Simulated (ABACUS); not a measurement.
# TaN (P-62m) in ABACUS: reference runs

Reference runs on TaN: the cell as given and a disturbed copy.

Everything below comes from runs of ABACUS 3.10.1. Logs are shortened: lines on timing, memory, paths and dates and some standing lists are left out, and cuts for length are marked.

**1. The structure**

The structure is hexagonal, space group P-62m (No. 189). Conventional cell: a = 5.196 Å, b = 5.196 Å, c = 2.911 Å, α = 90.00°, β = 90.00°, γ = 120.00°. Ta (site symmetry -62m) is surrounded by 3 N at 2.04 Å. Around Ta (site symmetry -6) lie 6 N at 2.16 Å. N (site symmetry m2m) is surrounded by 5 Ta at 2.04 to 2.16 Å.

**2. Single point, PBE**

INPUT reads:

```
INPUT_PARAMETERS
suffix              TaN
calculation         scf
basis_type          pw
pseudo_dir          ./
symmetry            1
dft_functional      pbe
ecutwfc             84
pseudo_rcut         10
nspin               1
nbands              33
ks_solver           dav
smearing_method     fd
smearing_sigma      0.00367493
scf_thr             1e-08
scf_nmax            100
mixing_type         broyden
mixing_beta         0.7
cal_force           1
cal_stress          1
kpar                4
```

STRU reads:

```
ATOMIC_SPECIES
Ta 180.9479 Ta.upf
N 14.0070 N.upf

LATTICE_CONSTANT
1.8897261246

LATTICE_VECTORS
5.1960000000 0.0000000000 0.0000000000
-2.5980000000 4.4998679981 0.0000000000
0.0000000000 0.0000000000 2.9110000000

ATOMIC_POSITIONS
Direct

Ta
0.0
3
0.0000000000 0.0000000000 0.0000000000 1 1 1
0.6666666667 0.3333333333 0.5000000000 1 1 1
0.3333333333 0.6666666667 0.5000000000 1 1 1

N
0.0
3
0.0000000000 0.3928500000 0.0000000000 1 1 1
0.6071500000 0.6071500000 0.0000000000 1 1 1
0.3928500000 0.0000000000 0.0000000000 1 1 1
```

KPT reads:

```
K_POINTS
0
Gamma
6 6 9 0 0 0
```

Potentials or basis: PseudoDojo NC SR 0.4.1 PBE standard, plane waves.

Started as:

```sh
$ OMP_NUM_THREADS=1 mpirun -np 4 abacus > log
```

running log:

```text
ABACUS v3.10.1

               Atomic-orbital Based Ab-initio Computation at UStc

 ------------------------------------------------------------------------------------

 READING GENERAL INFORMATION
                           global_out_dir = OUT.TaN/
                           global_in_card = INPUT
                               pseudo_dir = ./
                              orbital_dir =
                                    DSIZE = 4
                                    GSIZE = 1

 READING UNITCELL INFORMATION
                                    ntype = 2
                  lattice constant (Bohr) = 1.88973
              lattice constant (Angstrom) = 1

 READING ATOM TYPE 1
                               atom label = Ta
                      L=0, number of zeta = 1
                      L=1, number of zeta = 1
                      L=2, number of zeta = 1
             number of atom for this type = 3

 READING ATOM TYPE 2
                               atom label = N
                      L=0, number of zeta = 1
                      L=1, number of zeta = 1
                      L=2, number of zeta = 1
             number of atom for this type = 3

                        TOTAL ATOM NUMBER = 6
DIRECT COORDINATES
    atom                   x                   y                   z     mag                  vx                  vy                  vz
taud_Ta1            0.0000000000        0.0000000000        0.0000000000  0.0000        0.0000000000        0.0000000000        0.0000000000
taud_Ta2            0.6666666667        0.3333333333        0.5000000000  0.0000        0.0000000000        0.0000000000        0.0000000000
taud_Ta3            0.3333333333        0.6666666667        0.5000000000  0.0000        0.0000000000        0.0000000000        0.0000000000
taud_N1            0.0000000000        0.3928500000        0.0000000000  0.0000        0.0000000000        0.0000000000        0.0000000000
taud_N2            0.6071500000        0.6071500000        0.0000000000  0.0000        0.0000000000        0.0000000000        0.0000000000
taud_N3            0.3928500000        0.0000000000        0.0000000000  0.0000        0.0000000000        0.0000000000        0.0000000000

                          Volume (Bohr^3) = 459.312
                             Volume (A^3) = 68.0629

 Lattice vectors: (Cartesian coordinate: in unit of a_0)
               +5.196                  +0                  +0
               -2.598            +4.49987                  +0
                   +0                  +0              +2.911
 Reciprocal vectors: (Cartesian coordinate: in unit of 2 pi/a_0)
            +0.192456           +0.111114                  -0
                   -0           +0.222229                  -0
                   +0                  -0           +0.343525
 The esolver type has been set to : ksdft_pw

                PAO radial cut off (Bohr) = 10

 Read in pseudopotential file is Ta.upf
                     pseudopotential type = NC
[... 216 lines left out ...]
 Make real space PAO into reciprocal space.
       max mesh points in Pseudopotential = 1001
     dq(describe PAO in reciprocal space) = 0.01
                                    max q = 1104

 number of pseudo atomic orbitals for Ta is 4
WARNING: norm of atomic wavefunction # 3 of atomic type Ta is 0.999937, renormalized
WARNING: norm of atomic wavefunction # 4 of atomic type Ta is 0.999865, renormalized

 number of pseudo atomic orbitals for N is 2
WARNING: norm of atomic wavefunction # 2 of atomic type N is 0.999999, renormalized

 -------------------------------------------
 SELF-CONSISTENT
 -------------------------------------------
                                 init_chg = atomic

 PW ALGORITHM --------------- ION=   1  ELEC=   1--------------------------------

 Density error is 1.6832057948
                          Error Threshold = 0.01
----------------------------------------------------------
     Energy           Rydberg                 eV
----------------------------------------------------------
 E_KohnSham     -452.6300495557      -6158.3477599801
 E_Harris       -453.8936058250      -6175.5393249859
 E_Fermi        1.4491151253         19.7162227622
----------------------------------------------------------
[... 87 lines left out ...]
 Density error is 1.15229776151e-09
                          Error Threshold = 6.97766612458e-11
----------------------------------------------------------
     Energy           Rydberg                 eV
----------------------------------------------------------
 E_KohnSham     -453.3875365670      -6168.6538994946
 E_KS(sigma->0) -453.3872984904      -6168.6506602963
 E_Harris       -453.3872885749      -6168.6505253886
 E_band         -16.6651019492       -226.7403442594
 E_one_elec     -39.6209605588       -539.0708238333
 E_Hartree      52.4816293197        714.0491990720
 E_xc           -107.5077839289      -1462.7184407853
 E_Ewald        -358.7399452458      -4880.9073555514
 E_entropy(-TS) -0.0004761532        -0.0064783966
 E_descf        0.0000000000         0.0000000000
 E_exx          0.0000000000         0.0000000000
 E_Fermi        1.4374857600         19.5579971305
----------------------------------------------------------

 charge density convergence is achieved
 final etot is -6168.6538995 eV
 EFERMI = 19.55799713 eV

 STATE ENERGY(eV) AND OCCUPATIONS    NSPIN == 1
 1/9 kpoint (Cartesian) = 0.0000 0.0000 0.0000 (5963 pws)
       1       -49.8548     0.00617284
       2       -49.8103     0.00617284
       3       -49.2083     0.00617284
       4       -16.6362     0.00617284
       5       -16.6362     0.00617284
       6       -16.2841     0.00617284
[... 200 lines left out ...]
      32        21.9490    1.26300e-22
      33        22.2622    2.40380e-25

[... levels at 3 further k points ...]

------------------------------------------------------------------------------------------
 TOTAL-FORCE (eV/Angstrom)
------------------------------------------------------------------------------------------
                       Ta1         0.0000000000         0.0000000000         0.0000000000
                       Ta2         0.0000000000         0.0000000000         0.0000000000
                       Ta3         0.0000000000         0.0000000000         0.0000000000
                        N1        -0.0157360911         0.0272557092         0.0000000000
                        N2        -0.0157360911        -0.0272557092         0.0000000000
                        N3         0.0314721821         0.0000000000         0.0000000000
------------------------------------------------------------------------------------------

----------------------------------------------------------------
 TOTAL-STRESS (KBAR)
----------------------------------------------------------------
        46.7545277558         0.0000000000         0.0000000000
        -0.0000000000        46.7545277551         0.0000000000
        -0.0000000000        -0.0000000000        41.1273411284
----------------------------------------------------------------
 TOTAL-PRESSURE: 44.878799 KBAR

 --------------------------------------------
 !FINAL_ETOT_IS -6168.6538994945940431 eV
 --------------------------------------------
```

stdout:

```text
ABACUS v3.10.1

               Atomic-orbital Based Ab-initio Computation at UStc

%%%%%%%%%%%%%%%%%%%%%%%%%%%%%%%%%%%%%%%%%%%%%%%%%%%%%%%%%%%%%%%%%%%%%%%%%%%%%%%%%%%%%%%%%%%%%%%%%%%%%%%%%
 Warning: the number of valence electrons in pseudopotential > 5 for Ta: [Xe] 4f14 5d3 6s2
[... 35 lines left out ...]
 TOTAL-STRESS (KBAR)
----------------------------------------------------------------
        46.7545277558         0.0000000000         0.0000000000
        -0.0000000000        46.7545277551         0.0000000000
        -0.0000000000        -0.0000000000        41.1273411284
----------------------------------------------------------------
 TOTAL-PRESSURE: 44.878799 KBAR
```

It took 67 s on 4 MPI ranks of Intel Xeon Platinum 8259CL at 2.50GHz (Skylake/Cascade Lake), shared host; peak memory 0.72 GiB.

Results:

| Quantity | Value |
| --- | --- |
| Free energy | -6168.6539 eV |
| Pressure | 4.5 GPa |
| Largest force | 0.031 eV/Å |
| Band gap on the k mesh | none (metal or under the smearing width) |

Forces on the atoms (eV/Å):
```
Ta   0.000  0.000  0.000
Ta   0.000  0.000  0.000
Ta   0.000  0.000  0.000
N   -0.016  0.027  0.000
N   -0.016 -0.027  0.000
N    0.031  0.000  0.000
```

Stress tensor (GPa, compression positive):
```
4.68 0.00 0.00
0.00 4.68 0.00
0.00 0.00 4.11
```

Caveat: there are fewer bands than atomic start orbitals, so a level may be missed at k points of high symmetry. Spin-orbit coupling is left out, which matters for the levels of Ta.

**3. Single point, PBE (atoms moved at random, drawn with an rms of 0.05 Å)**

Edit INPUT of step 2 so:

```diff
@@ -20,2 +20,4 @@
 cal_stress          1
-kpar                4
+out_chg             1
+out_pot             2
+out_elf             1
```

STRU reads:

```
ATOMIC_SPECIES
Ta 180.9479 Ta.upf
N 14.0070 N.upf

LATTICE_CONSTANT
1.8897261246

LATTICE_VECTORS
5.1960000000 0.0000000000 0.0000000000
-2.5980000000 4.4998679981 0.0000000000
0.0000000000 0.0000000000 2.9110000000

ATOMIC_POSITIONS
Direct

Ta
0.0
3
0.0045400000 -0.0067860000 0.0008540000 1 1 1
0.6575360000 0.3331150000 0.4950420000 1 1 1
0.3466800000 0.6746050000 0.4930330000 1 1 1

N
0.0
3
0.0059130000 0.3934290000 0.0172970000 1 1 1
0.6107830000 0.6134900000 -0.0239820000 1 1 1
0.4034880000 0.0027980000 0.0016810000 1 1 1
```

KPT is that of step 2.

Potentials or basis: PseudoDojo NC SR 0.4.1 PBE standard, plane waves.

Started as:

```sh
$ OMP_NUM_THREADS=1 mpirun -np 4 abacus > log
```

running log:

```text
ABACUS v3.10.1

               Atomic-orbital Based Ab-initio Computation at UStc

 ------------------------------------------------------------------------------------

 READING GENERAL INFORMATION
                           global_out_dir = OUT.TaN/
                           global_in_card = INPUT
                               pseudo_dir = ./
                              orbital_dir =
                                    DSIZE = 4
                                    GSIZE = 1

 READING UNITCELL INFORMATION
                                    ntype = 2
                  lattice constant (Bohr) = 1.88973
              lattice constant (Angstrom) = 1

 READING ATOM TYPE 1
[... 404 lines left out ...]
       6       -16.3175     0.00617284
[... 200 lines left out ...]
      32        21.9772    6.93847e-24
      33        22.5040    1.84507e-28

[... levels at 158 further k points ...]

------------------------------------------------------------------------------------------
 TOTAL-FORCE (eV/Angstrom)
------------------------------------------------------------------------------------------
                       Ta1        -0.2646350790         1.1600683431        -0.1002484974
                       Ta2         2.0016332319         0.5124709241         0.1158137276
                       Ta3        -1.2925195886        -0.7692755279         0.2004481937
                        N1        -0.1932121622        -0.1999031508        -0.8463117414
                        N2         0.2086943660        -0.5692909078         1.0028770028
                        N3        -0.4599607682        -0.1340696808        -0.3725786853
------------------------------------------------------------------------------------------

----------------------------------------------------------------
 TOTAL-STRESS (KBAR)
----------------------------------------------------------------
        51.6104977571         0.4439025049         6.7270456429
         0.4439025049        63.2480495423         7.7835273595
         6.7270456429         7.7835273595        52.4613493348
----------------------------------------------------------------
 TOTAL-PRESSURE: 55.773299 KBAR

 --------------------------------------------
 !FINAL_ETOT_IS -6168.4510515921192564 eV
 --------------------------------------------
```

stdout:

```text
ABACUS v3.10.1

               Atomic-orbital Based Ab-initio Computation at UStc

%%%%%%%%%%%%%%%%%%%%%%%%%%%%%%%%%%%%%%%%%%%%%%%%%%%%%%%%%%%%%%%%%%%%%%%%%%%%%%%%%%%%%%%%%%%%%%%%%%%%%%%%%
 Warning: the number of valence electrons in pseudopotential > 5 for Ta: [Xe] 4f14 5d3 6s2
[... 36 lines left out ...]
 TOTAL-STRESS (KBAR)
----------------------------------------------------------------
        51.6104977571         0.4439025049         6.7270456429
         0.4439025049        63.2480495423         7.7835273595
         6.7270456429         7.7835273595        52.4613493348
----------------------------------------------------------------
 TOTAL-PRESSURE: 55.773299 KBAR
```

Run time: 6 min. Hardware: 4 MPI ranks of Intel Xeon Platinum 8259CL at 2.50GHz (Skylake/Cascade Lake), shared host; peak memory 0.88 GiB.

What came out:

| Property | Result |
| --- | --- |
| Free energy | -6168.4511 eV |
| Pressure | 5.6 GPa |
| Largest force | 2.069 eV/Å |
| Band gap on the k mesh | none (metal or under the smearing width) |

Forces in eV/Å, atoms in the order of the input:
```
Ta  -0.265  1.160 -0.100
Ta   2.002  0.512  0.116
Ta  -1.293 -0.769  0.200
N   -0.193 -0.200 -0.846
N    0.209 -0.569  1.003
N   -0.460 -0.134 -0.373
```

Levels at points of the mesh, in eV from the Fermi level:
```
           k point  band 25  band 26  band 27  band 28  band 29  band 30
(0.00, 0.00, 0.00)    -3.27    -1.86    -0.98    -0.77     0.57     0.74
(0.50, 0.00, 0.00)    -3.80    -3.04    -2.38     1.43     1.73     1.92
(0.00, 0.50, 0.00)    -3.79    -2.65    -2.55     1.06     1.87     1.96
(0.50, 0.50, 0.00)    -3.72    -2.68    -2.60     1.11     1.83     2.04
```

Caveat: there are fewer bands than atomic start orbitals, so a level may be missed at k points of high symmetry. Spin-orbit coupling is left out, which matters for the levels of Ta.
